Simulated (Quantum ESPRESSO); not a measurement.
Here is a Quantum ESPRESSO 7.5 calculation.

File pw.in:

```
&CONTROL
  calculation = 'scf'
  prefix = 'pwscf'
  outdir = './tmp'
  pseudo_dir = './pseudo'
  tprnfor = .true.
  tstress = .true.
  disk_io = 'low'
/
&SYSTEM
  ibrav = 0
  nat = 4
  ntyp = 2
  ecutwfc = 45
  ecutrho = 360
  nbnd = 48
  occupations = 'smearing'
  smearing = 'fd'
  degauss = 0.00367493
  nspin = 2
  starting_magnetization(1) = 0
  starting_magnetization(2) = 0.0556
/
&ELECTRONS
  conv_thr = 8d-10
  electron_maxstep = 120
  mixing_beta = 0.3
/
ATOMIC_SPECIES
Ge    72.6300 ge_pbesol_v1.4.uspp.F.UPF
Ni    58.6934 ni_pbesol_v1.4.uspp.F.UPF
CELL_PARAMETERS angstrom
   3.5303341067    0.0000000000    0.0000000000
   0.0000000000    3.5303341067    0.0000000000
   0.0000000000    0.0000000000    3.5303341067
ATOMIC_POSITIONS crystal
Ge     0.0000000000    0.0000000000    0.0000000000
Ni     0.5000000000    0.5000000000    0.0000000000
Ni     0.0000000000    0.5000000000    0.5000000000
Ni     0.5000000000    0.0000000000    0.5000000000
K_POINTS automatic
8 8 8 0 0 0
```

The input pp_density.in:

```
&INPUTPP
  prefix = 'pwscf'
  outdir = './tmp'
  filplot = 'density.dat'
  plot_num = 0
/
&PLOT
  nfile = 1
  filepp(1) = 'density.dat'
  iflag = 3
  output_format = 6
  fileout = 'density.cube'
/
```

Contents of pp_potential.in:

```
&INPUTPP
  prefix = 'pwscf'
  outdir = './tmp'
  filplot = 'potential.dat'
  plot_num = 11
/
&PLOT
  nfile = 1
  filepp(1) = 'potential.dat'
  iflag = 3
  output_format = 6
  fileout = 'potential.cube'
/
```

The input pp_spin.in:

```
&INPUTPP
  prefix = 'pwscf'
  outdir = './tmp'
  filplot = 'spin.dat'
  plot_num = 6
/
&PLOT
  nfile = 1
  filepp(1) = 'spin.dat'
  iflag = 3
  output_format = 6
  fileout = 'spin.cube'
/
```

Potentials or basis: GBRV 1.5 PBEsol.

Launch:

```console
$ OMP_NUM_THREADS=1 mpirun -n 2 pw.x -nk 2 -in pw.in > pw.out
$ OMP_NUM_THREADS=1 mpirun -n 1 pp.x -in pp_density.in > pp_density.out
$ OMP_NUM_THREADS=1 mpirun -n 1 pp.x -in pp_potential.in > pp_potential.out
$ OMP_NUM_THREADS=1 mpirun -n 1 pp.x -in pp_spin.in > pp_spin.out
```

(1) Estimate the pressure.

(2) What does it give for the net moment?

(3) What does it give for the absolute moment?

(4) What does it give for the band gap on the k mesh?

Answers

(1) -1.2 GPa.

(2) 0.00 μB per cell.

(3) 0.00 μB per cell.

(4) none (metal or under the smearing width).
